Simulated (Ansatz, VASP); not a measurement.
# GaP: VASP beside Ansatz, part 2 of 2

Aim: how closely do two programs agree when they are given the same cell, functional and k mesh? The cell is taken from a series of runs on this material, whose earlier steps may have relaxed, scaled, displaced or heated it; both programs get it as it stands.

VASP 6.6.1 and Ansatz 0.2.0.

So far: Set-up; VASP: zone-centre phonons, LDA.

## Step 3: Ansatz: zone-centre phonons, LDA

Level of this step: Ansatz beside VASP: Kohn-Sham DFT, plane waves, LDA (Ansatz).

Ansatz runs on its PAW soft_1 files.

The same cell, functional (in two slightly different forms) and mesh now go to Ansatz, which takes its cutoff from its data sets.

Input file input.yaml:

```yaml
crystal:
  lattice:
    - [0.0, 2.7314450367, 2.5878774641]
    - [2.7314450367, 0.0, 2.5878774641]
    - [2.7314450367, 2.7314450367, 0.0]
  atoms:
    - { symbol: P, position: [0.75, 0.75, 0.75] }
    - { symbol: Ga, position: [0.0, 0.0, 0.0] }
kpoints:
  mp_grid: { grid: [12, 12, 12] }
hamiltonian:
  xc: lda
  pseudopotentials: { kind: paw, azcp: { folder: soft_1 }, xc_functional: pbe }
scf:
  occupations: { method: fixed }
output:
  eigenvalues: true
phonons:
  method: dfpt
  dielectric: true
  rigid_motions: translations
```

The run is started by

```sh
$ ansatz run input.yaml --threads 4 --pin off --max-ram 10240MiB --backend cpu --events-out ev --progress --plain --runs-dir out
```

Numbers of over 12 decimals in the logs are rounded to 6 here.

Output:

```text
Engine: ansatz 0.2.0, aarch64-unknown-linux-gnu
Pseudopotentials: kind: paw
Pseudopotential: P, paw, valence charge 5, recommended cutoff 420 eV (normal), soft_1/P.paw.azcp
Pseudopotential: Ga, paw, valence charge 13, recommended cutoff 420 eV (normal), soft_1/Ga.paw.azcp
Functional definition: SPW92
  exchange = slater_x
  correlation = pw_c
Crystal: 2 atoms, lattice volume = 38.615 Å³
Basis set: ecut = 420 eV, 757 PW (Γ), exchange–correlation on 54×54×54 points (8 copies of the dense FFT grid, shifted against one another)
Bands: 13, of which v1, the nominal top of the filled ones, is band 9 counted from 1 (8 counted from 0)
Symmetry: 8 space group operations
k-points: 868 of 1728 (irreducible under 1 space group operation, time reversal used)
Non-local potential: P, projectors of the file, l = 0: 2, l = 1: 2, l = 2: 1
Non-local potential: Ga, projectors of the file, l = 0: 2, l = 1: 2, l = 2: 3, l = 3: 1
PAW form: soft (Blöchl's): semilocal exchange-correlation on the pseudo side does not see the compensation charge
PAW frozen core: P, regenerated for the run's functional, and the local potential with it (the file was generated under x = pbe(κ = 0.804, μ = 0.219515), c = pbe(β = 0.066725))
PAW frozen core: Ga, regenerated for the run's functional, and the local potential with it (the file was generated under x = pbe(κ = 0.804, μ = 0.219515), c = pbe(β = 0.066725))
PAW one-centre angular grid: P, 110 points (default); XC on 64 Gauss nodes
PAW one-centre angular grid: Ga, 590 points (default); XC on 64 Gauss nodes
Initial density: superposition of atomic densities (chi_scale 0.1, normalization cell, long waves kept (reshape's long-wave potential 0.00 eV rms))
Initial wavefunctions: pseudopotential atomic-orbital guess
Functional: x = slater, c = lda
SCF iter   1: F=—  HF=-4433.953518 eV  |F-HF|=—  |Δ(HF+E_count)|=         —  Δρ=4.55e-2  dr2=6.77e-1  ethr=3.10e-3  ⟨swp⟩=5.0  Hψ=60884  notcnv=0  defer=1696
preconditioner: auto → none  [insulator: Δε(μ)=1.312 eV  Ē_g=15.565 eV  n_scr=12 (ndim 8)  ℏωp=25.4 eV  f_vac=0.000  ε∞_Penn≈3.7]
SCF iter   2: F=—  HF=-4433.771222 eV  |F-HF|=—  |Δ(HF+E_count)|=   1.82e-1  Δρ=2.04e-2  dr2=9.08e-2  ethr=3.10e-3  ⟨swp⟩=2.1  Hψ=20765  notcnv=0  defer=1628
SCF iter   3: F=—  HF=-4433.757295 eV  |F-HF|=—  |Δ(HF+E_count)|=   1.39e-2  Δρ=5.17e-3  dr2=9.87e-3  ethr=5.05e-4  ⟨swp⟩=3.0  Hψ=20802  notcnv=0  defer=1712
SCF iter   4: F=—  HF=-4433.753626 eV  |F-HF|=—  |Δ(HF+E_count)|=   3.67e-3  Δρ=2.39e-3  dr2=7.95e-4  ethr=5.48e-5  ⟨swp⟩=2.9  Hψ=22081  notcnv=0  defer=1736
SCF iter   5: F=—  HF=-4433.753282 eV  |F-HF|=—  |Δ(HF+E_count)|=   3.44e-4  Δρ=5.45e-4  dr2=4.27e-5  ethr=4.42e-6  ⟨swp⟩=2.0  Hψ=20840  notcnv=0  defer=1736
SCF iter   6: F=—  HF=-4433.753283 eV  |F-HF|=—  |Δ(HF+E_count)|=   4.82e-7  Δρ=2.99e-5  dr2=2.09e-7  ethr=2.37e-7  ⟨swp⟩=2.3  Hψ=13814  notcnv=0  defer=1289
SCF iter   7: F=—  HF=-4433.753282 eV  |F-HF|=—  |Δ(HF+E_count)|=   2.51e-7  Δρ=6.03e-6  dr2=6.90e-9  ethr=1.16e-9  ⟨swp⟩=2.0  Hψ=19105  notcnv=0  defer=796
SCF iter   8: F=-4433.753282 eV  HF=-4433.753282 eV  |F-HF|=1.27e-11  |Δ(HF+E_count)|=  5.88e-10  Δρ=2.56e-7  dr2=1.07e-11  ethr=1.00e-12  ⟨swp⟩=8.4  Hψ=88988  notcnv=0
SCF 1 converged in 8 iterations: F = -4433.753282 eV  dr2 = 1.07e-11
  greatest PAW one-centre occupation: 0.994 electrons in one spin orbital (limit 2), on the Ga atom at site 1 (counted from 0), in its partial waves of l = 2
NSCF: frozen V_eff on 3 k-points
DFPT response loops at Γ: preconditioner auto → none (the input reference at scf.mixing.eps_inf says where Resta's filter doesn't serve); β = 0.50; Broyden in place of MSR1
── the response to a field inside a basis, on 12×12×12 k-points: an SCF that follows is theirs, and a resumed run solves both again ──
Bands: 10, of which v1, the nominal top of the filled ones, is band 9 counted from 1 (8 counted from 0)
k-points: 468 of 1728 (irreducible under 2 space group operations, time reversal used)
Initial density: handed on by an earlier stage of this run
Initial wavefunctions: pseudopotential atomic-orbital guess (no wavefunctions were taken with the density)
Eigensolver: Dense (468 Hₖ)
SCF iter   1: F=—  HF=-4433.752822 eV  |F-HF|=—  |Δ(HF+E_count)|=         —  Δρ=1.32e-4  dr2=2.45e-6  ethr=1.00e-1
preconditioner: auto → none  [insulator: Δε(μ)=1.009 eV  Ē_g=13.304 eV  n_scr=12 (ndim 8)  ℏωp=25.4 eV  f_vac=0.001  ε∞_Penn≈4.6]
SCF iter   2: F=—  HF=-4433.752821 eV  |F-HF|=—  |Δ(HF+E_count)|=   9.32e-7  Δρ=9.92e-5  dr2=1.52e-6  ethr=1.36e-8
SCF iter   3: F=—  HF=-4433.752822 eV  |F-HF|=—  |Δ(HF+E_count)|=   2.13e-7  Δρ=2.54e-5  dr2=2.28e-7  ethr=8.47e-9
SCF iter   4: F=-4433.752821 eV  HF=-4433.752821 eV  |F-HF|=2.20e-9  |Δ(HF+E_count)|=   2.94e-7  Δρ=3.25e-6  dr2=2.88e-9  ethr=1.27e-9
SCF 1 converged in 4 iterations: F = -4433.752821 eV  dr2 = 2.88e-9
DFPT response loops at Γ: mixed as the last ones told, above
WARN: field response: ε∞ stands inside a basis, on 12×12×12 points; the force constants stand on the 12×12×12 k-mesh, whose period is 12.98 times the interband length at k = (0.0000, 0.0000, 0.0000), direct gap 1.790 eV, under 14: take them and everything formed from them as unconverged, and compare with a denser kpoints.mp_grid
SCF converged after 8 iterations
Free energy (F): -4433.753282 eV
Harris-Foulkes:  -4433.753282 eV  (|F-HF|=1.27e-11)
Internal energy: -4433.753282 eV  (E = F + TS)
E sigma→0 (E₀):  -4433.753282 eV
Fermi energy:    7.627971 eV
--- Per-component energies (eV) ---
  E_band       = -55.847211
  E_kinetic    = 182.553732
  E_local      = -1648.192711  (includes V_loc(G=0)·N_el)
  E_nonlocal   = -57.208008
  E_hartree    = 1002.372252
  E_xc         = -136.167749
  E_vxc        = -118.866441  (∫ρ·V_xc dr)
  E_paw        = -2445.098577  (= ΣΔE_a)
  E_vpaw       = -418.878006  (= ΣTr[D̂ρ^β])
  E_aug_tail   = -0.000207  (compensation charges beyond the density's cutoff)
  E_ewald      = -1333.857848
  E_core_change = 1.845833  (= ΣΔE_core)
  E_smearing   = -0.000000  (= −TS)
  E_closure    = 0.000000  (closes the sum)
  Σ components = -4433.753282   (vs F -4433.753282, Δ=0.00e0)
--- Band table (eV; the first three rows and the last of 868) ---
  k-point 0: bands = [... 5 lower, -5.4401, 7.3379, 7.3379, 7.6280, 9.4177, 11.1527, 11.2690, 11.2690]
  k-point 1: bands = [... 5 lower, -5.3437, 6.4944, 7.2051, 7.4356, 9.8795, 11.2899, 11.4449, 11.5426]
  k-point 2: bands = [... 5 lower, -5.0612, 4.9549, 6.8947, 7.1711, 9.8708, 11.7639, 11.8064, 12.5400]
  k-point 867: bands = [... 5 lower, -3.1980, 0.4530, 6.0143, 6.4597, 9.0188, 11.8373, 12.3481, 15.6051]
--- Phonons (Γ-DFPT): 4 representative perturbations + reference, on 868 of 1728 k-points (Σ response iterations 12) ---
  k mesh reduced under 1 symmetry operation, with k and −k counted as one. Each operation leaves every solved perturbation unchanged. A smaller set is not considered because the run solves the response to a homogeneous field
  ASR residual: 7.740e-5 → 0.000e0 eV/Å²; symmetrization residual: 6.011e-6 eV/Å²
  ASR residual per site (eV/Å²): 7.74e-5 6.89e-5
  Γ frequencies (cm⁻¹): 0.00 0.00 0.00 367.52 371.30 371.30
  ε∞ (high-frequency dielectric tensor):
       10.819253     0.000000     0.000000
        0.000000    10.819253     0.000000
        0.000000     0.000000    10.270670
  ε⁰ (static dielectric tensor: ions relaxed, cell fixed):
       12.742207    -0.000000     0.000000
       -0.000000    12.742207     0.000000
        0.000000     0.000000    11.821784
  ε⁰ − ε∞ (ionic part):
        1.922955    -0.000000     0.000000
       -0.000000     1.922955     0.000000
        0.000000     0.000000     1.551114
  softest optical mode at Γ: 367.52 cm⁻¹; the repairs (sum rule, projections) moved no ω² at Γ by more than (1.00 cm⁻¹)²
  Born effective charges Z* (e; rows j = field, columns β = displacement):
    site 0:
        -2.11231    0.00000    0.00000
         0.00000   -2.11231   -0.00000
        -0.00000   -0.00000   -1.87778
    site 1:
         2.11231    0.00000    0.00000
        -0.00000    2.11231    0.00000
         0.00000    0.00000    1.87778
  Z* charge neutrality: 1.502e-4 e pre-enforcement
  solved inside a basis spanned on kpoints, on 12×12×12 k-points, its susceptibility summed on 16×16×16: ε∞ is read to err by 3.1e-2, Z* by 1.4e-2 e (field_mesh: kpoints solves on kpoints); Z* is corrected for what the basis lacks
  optical modes at Γ without the LO–TO term, one row a degenerate level:
      ω (cm⁻¹)  modes    IR ((D/Å)²/amu)
        367.52      1             3.7931
        371.30      2             9.5996
  optical modes at Γ + LO–TO along q̂ = [1.0000, 0.0000, 0.0000]:
      ω (cm⁻¹)  modes    IR ((D/Å)²/amu)
        367.52      1             3.7931
        371.30      1             4.7998
        402.95      1             4.7998
  optical modes at Γ + LO–TO along q̂ = [0.0000, 1.0000, 0.0000]:
      ω (cm⁻¹)  modes    IR ((D/Å)²/amu)
        367.52      1             3.7931
        371.30      1             4.7998
        402.95      1             4.7998
  optical modes at Γ + LO–TO along q̂ = [0.0000, 0.0000, 1.0000]:
      ω (cm⁻¹)  modes    IR ((D/Å)²/amu)
        371.30      2             9.5996
        394.29      1             3.7931
```

The column dr2 measures how far the density is from self-consistency, as an energy; F and HF (Harris–Foulkes) agree once it is small.

## Step 4: Differences

Known differences besides the potentials themselves: fixed occupations in Ansatz, narrow Gaussian smearing in VASP; VASP's response is taken on the typed mesh, Ansatz refines its own for the field response alone; the cutoff is 420 eV in Ansatz and 500 eV in VASP; VASP's log shows a relativistic correction to its local exchange, Ansatz's none. Total energies have different zeros and are not compared.

Both answers:

| quantity | Ansatz | VASP | difference |
| --- | --- | --- | --- |
| ε∞ xx | 10.82 | 10.85 | -0.25 % |
| ε∞ yy | 10.82 | 10.85 | -0.25 % |
| ε∞ zz | 10.27 | 10.34 | -0.64 % |
| Born charge of P1 (mean of the diagonal) (e) | -2.03 | -2.06 | +0.02 |
| Born charge of Ga2 (mean of the diagonal) (e) | 2.03 | 2.06 | -0.02 |
| optical mode 1 (cm⁻¹) | 367.5 | 367.0 | +0.13 % |
| optical mode 2 to 3 (cm⁻¹) | 371.3 | 370.9 | +0.12 % |

Modes are paired by rising frequency, not by their patterns, so a pair may set unlike modes beside each other; they are those without the splitting of longitudinal modes.

## Step 5: Outcome

```json
{
  "r.m.s. difference of the optical zone-centre modes, each program's sorted by frequency (zone-centre phonons, LDA)": "0.45 cm⁻¹",
  "difference in ε∞ zz (zone-centre phonons, LDA)": "-0.6 %"
}
```

In words: The r.m.s. difference of the optical zone-centre modes, each program's sorted by frequency is 0.45 cm⁻¹ (zone-centre phonons, LDA). Among the rows given in per cent, the largest difference of the zone-centre phonons, LDA pair is in ε∞ zz, -0.6 %. How closely two codes agree says nothing of how well the functional describes the real material.

[Lines on the potential files, build, host, timing and source positions are cut from VASP's logs without a mark.]

[Logs are printed without paths, hosts, clocks, repeated set-up lines and the standing remarks that a program may print on its own settings, such as how far it seeks lower states.]

[Hosts, paths, dates, database ids (printed as entryN), source tags and the programs' standing remarks are cut or masked in the printed files.]
